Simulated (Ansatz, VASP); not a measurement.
**Two plane-wave programs on TaN**

INCAR

```
ALGO = Normal
EDIFF = 1E-6
ENCUT = 520
GGA = PS
ISIF = 2
ISMEAR = 0
LASPH = T
LCHARG = T
LELF = T
LREAL = F
LVHAR = T
LWAVE = F
NBANDS = 24
NELM = 80
PREC = Accurate
SIGMA = 0.15
```

File KPOINTS:

```
k-points
0
Gamma
  15 15 8
```

Contents of POSCAR:

```
TaN
1.0
    2.9276067472      0.0000000000      0.0000000000
   -1.4638033736      2.5353818154      0.0000000000
    0.0000000000      0.0000000000      5.8600190937
Ta N
2 2
Direct
    0.0000000000      0.0000000000      0.0000000000
    0.0000000000      0.0000000000      0.5000000000
    0.3333333333      0.6666666667      0.2500000000
    0.6666666667      0.3333333333      0.7500000000
```

Input for Ansatz:

```yaml
crystal:
  lattice:
    - [2.9276067472, 0.0, 0.0]
    - [-1.4638033736, 2.5353818154, 0.0]
    - [0.0, 0.0, 5.8600190937]
  atoms:
    - { symbol: Ta, position: [0.0, 0.0, 0.0] }
    - { symbol: Ta, position: [0.0, 0.0, 0.5] }
    - { symbol: "N", position: [0.3333333333, 0.6666666667, 0.25] }
    - { symbol: "N", position: [0.6666666667, 0.3333333333, 0.75] }
basis:
  ecutwfc: 520.0
kpoints:
  mp_grid: { grid: [15, 15, 8] }
hamiltonian:
  xc: pbesol
  pseudopotentials: { kind: paw, azcp: { folder: soft_1 } }
scf:
  occupations: { method: gaussian, width: 0.15 }
output:
  forces: true
  stress: true
  eigenvalues: true
```

Change from the starting cell: mode 4 frozen in at +0.000 Å, equal normal strain along x and y +0.0133.

Alike in both runs: task single point; functional PBEsol; k mesh 15 × 15 × 8; occupations gaussian, width 0.15 eV; no spin polarisation.

|  | VASP | Ansatz |
| --- | --- | --- |
| version | VASP 6.6.1 | Ansatz 0.2.0 |
| potentials or method | VASP PAW PBE potentials, release 64 (Ta_pv, N) | scalar-relativistic, plane waves, PAW |
| plane-wave cutoff (eV) | 520 | 520 |
| valence electrons in the cell | 32 | 36 |

```csv
,VASP,Ansatz,Ansatz less VASP
gap on the k mesh at the Fermi level (eV),none,none,-
pressure (GPa),-7.5,-8.3,-0.88
largest component of the traceless stress (GPa),4.32,4.20,-0.116
```

A gap of «none» marks a metal or a gap that the smearing closes. The two sets of potentials don't hold the same shells in valence. Ansatz warned: «pseudo_functional_mismatch».

Caveats: the PAW data sets were made with another functional, which shifts forces and pressure a little (VASP). Spin-orbit coupling is left out, which matters for the levels of Ta.
